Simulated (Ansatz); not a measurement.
Ag: single point with PBE

The system is Ag.

```
CELL_PARAMETERS angstrom
0.00000 2.04275 2.04275
2.04275 0.00000 2.04275
2.04275 2.04275 0.00000
ATOMIC_POSITIONS crystal
Ag 0.00000 0.00000 0.00000
```

```yaml
Program: Ansatz 0.2.0
Task: single point
Functional: PBE
Potentials_or_basis: all-electron LAPW, scalar-relativistic
Cutoff: 240 eV (chosen from the basis error)
Basis_error_allowed: 0.001 eV/atom
k_mesh: 11 × 11 × 11
Occupations: gaussian, width 0.024 eV
Spin: no spin polarisation
```

- Pressure: 4.3 GPa
- Band gap on the k mesh: none (metal or under the smearing width)

Levels at points of the mesh, in eV from the Fermi level:
| k point | band 6 | band 7 | band 8 | band 9 | band 10 | band 11 | band 12 | band 13 | band 14 |
| --- | --- | --- | --- | --- | --- | --- | --- | --- | --- |
| (0.00, 0.00, 0.00) | -5.06 | -5.06 | -5.06 | -4.02 | -4.02 | 15.61 | 19.20 | 19.20 | 19.20 |

It took 3.9 s on 1 thread of Arm Neoverse V2, on a shared host, peak memory 0.24 GiB.
